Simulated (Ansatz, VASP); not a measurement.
**One calculation of C, two programs**

File POSCAR:

```
C
1.0
    0.0000000000      1.7801243542      1.7801243542
    1.7801243542      0.0000000000      1.7801243542
    1.7801243542      1.7801243542      0.0000000000
C
2
Direct
    0.0000000000      0.0000000000      0.0000000000
    0.2500000000      0.2500000000      0.2500000000
```

INCAR.step1

```
SYSTEM = C
PREC = Accurate ; ENCUT = 520
ISMEAR = 0 ; SIGMA = 0.01
LREAL = .FALSE. ; LASPH = .TRUE.
NELM = 80 ; NBANDS = 11
GGA = PE ; ALGO = Normal
EDIFF = 1E-4 ; LWAVE = .TRUE.
LCHARG = .FALSE.
```

The input INCAR.step2:

```
SYSTEM = C
PREC = Accurate ; ENCUT = 520
EDIFF = 1E-6 ; ISMEAR = 0
SIGMA = 0.01 ; LREAL = .FALSE.
LASPH = .TRUE. ; NELM = 80
ALGO = Normal ; ISIF = 2
LWAVE = .FALSE. ; LCHARG = .FALSE.
METAGGA = R2SCAN ; LMIXTAU = .TRUE.
NBANDS = 11 ; ISTART = 1
```

Contents of KPOINTS:

```
regular mesh
0
G
  12 12 12
  0 0 0
```

Input for Ansatz:

```yaml
crystal:
  lattice:
    - [0.0, 1.7801243542, 1.7801243542]
    - [1.7801243542, 0.0, 1.7801243542]
    - [1.7801243542, 1.7801243542, 0.0]
  atoms:
    - { symbol: C, position: [0.0, 0.0, 0.0] }
    - { symbol: C, position: [0.25, 0.25, 0.25] }
kpoints:
  mp_grid: { grid: [12, 12, 12] }
  band_path:
    path:
      - [0.0, 0.0, 0.0]
      - [0.5, 0.0, 0.5]
      - [0.625, 0.25, 0.625]
      - [0.375, 0.375, 0.75]
      - [0.5, 0.5, 0.5]
      - [0.5, 0.25, 0.75]
      - [0.35, 0.0, 0.35]
    npoints: 1
hamiltonian:
  xc: r2scan
scf:
  occupations: { method: fixed }
  n_extra_bands: 4
output:
  forces: true
  stress: true
  eigenvalues: true
```

Alike in both runs: task single point; functional r2SCAN; k mesh 12 × 12 × 12; no spin polarisation.

|  | VASP | Ansatz |
| --- | --- | --- |
| version | VASP 6.6.1 | Ansatz 0.2.0 |
| potentials or method | VASP PAW PBE potentials, release 64 (C) | plane waves, PAW |
| plane-wave cutoff (eV) | 520 | 500 |
| occupations | gaussian, width 0.01 eV | fixed |
| valence electrons in the cell | 8 | 8 |

|  | VASP | Ansatz | Ansatz less VASP |
| --- | --- | --- | --- |
| gap on the k mesh at the Fermi level (eV) | 4.36 | 4.39 | +0.030 |
| pressure (GPa) | 1.1 | 0.0 | -1.12 |

Caveats: the PAW data sets were made with another functional, which shifts forces and pressure a little (VASP).
